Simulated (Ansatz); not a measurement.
## NiO in Ansatz: the effect of Hubbard term

Crystal: NiO.

```
Ni O
1.0
     0.00000    2.09131    2.09131
     2.09131    0.00000    2.09131
     2.09131    2.09131    0.00000
Ni O
1 1
Direct
  0.00000 0.00000 0.00000
  0.50000 0.50000 0.50000
```

Alike in all runs:

- Program: Ansatz 0.2.0
- Task: band structure
- Functional: PBE
- Potentials or basis: Ansatz PAW
- Cutoff: 420 eV (not typed: the program's choice for these potentials)
- k mesh: 11 × 11 × 11
- Occupations: fermi-dirac, width 0.05 eV
- Spin: collinear spin, ferromagnetic start
- Starting moments: [1.0, 0.0] μB
- Path: [["G", "X", "W", "K", "G", "L", "U", "W", "L", "K"], ["U", "X"]]
- Points for each segment of the path: 14
- Hubbard projectors: ortho-atomic (the default)
- Double counting: fll (the default)

Question: One run gave: gap on the mesh 0.35 eV; pressure 8.8 GPa. Which Hubbard term did it use?
A. Ni d U = 1 eV
B. Ni d U = 5 eV
C. Ni d U = 2 eV
D. Ni d U = 3 eV
E. Ni d U = 8 eV

Answer: C.

| Hubbard term | gap on the mesh (eV) | pressure (GPa) |
| --- | --- | --- |
| none | none | 4.3 |
| Ni d U = 1 eV | none | 7.7 |
| Ni d U = 2 eV | 0.35 | 8.8 |
| Ni d U = 3 eV | 0.81 | 9.6 |
| Ni d U = 4 eV | 1.27 | 10.5 |
| Ni d U = 5 eV | 1.72 | 11.4 |
| Ni d U = 6 eV | 2.18 | 12.3 |
| Ni d U = 8 eV | 2.40 | 14.3 |

Caveats: a cell with one magnetic atom can't hold antiferromagnetic order, which such compounds often take; the magnetic or orbital state may not be the lowest (some runs); semilocal functionals often make such compounds metallic where correlation or magnetic order opens a gap, which also shifts bond lengths (some runs).

A k mesh can miss the band edges.

A gap of «none» marks a metal or a gap under the smearing width.
